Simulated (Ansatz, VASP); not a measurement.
# Tl: VASP beside Ansatz

```
CELL_PARAMETERS angstrom
0.00000 2.17934 2.17934
2.17934 0.00000 2.17934
2.17934 2.17934 0.00000
ATOMIC_POSITIONS crystal
Tl 0.00000 0.00000 0.00000
```

Change from the starting cell: volume scaled by 1.02.

Alike in both runs: task single point; functional PBE; k mesh 16 × 16 × 16; occupations fermi-dirac, width 0.05 eV; no spin polarisation.

|  | VASP | Ansatz |
| --- | --- | --- |
| version | VASP 6.6.1 | Ansatz 0.2.0 |
| potentials or method | VASP PAW PBE potentials, release 64 (Tl_d), cutoff 520 eV | all-electron LAPW, scalar-relativistic |

|  | VASP | Ansatz | Ansatz less VASP |
| --- | --- | --- | --- |
| pressure (GPa) | 33.7 | 33.8 | +0.11 |

Ansatz ran all-electron here, so the differences hold the error of VASP's frozen core and of both bases.

Caveats: so large a pressure means that the cell lies far from this level's equilibrium, or that cutoff or potentials fall short (VASP). Spin-orbit coupling is left out, which matters for the levels of Tl.
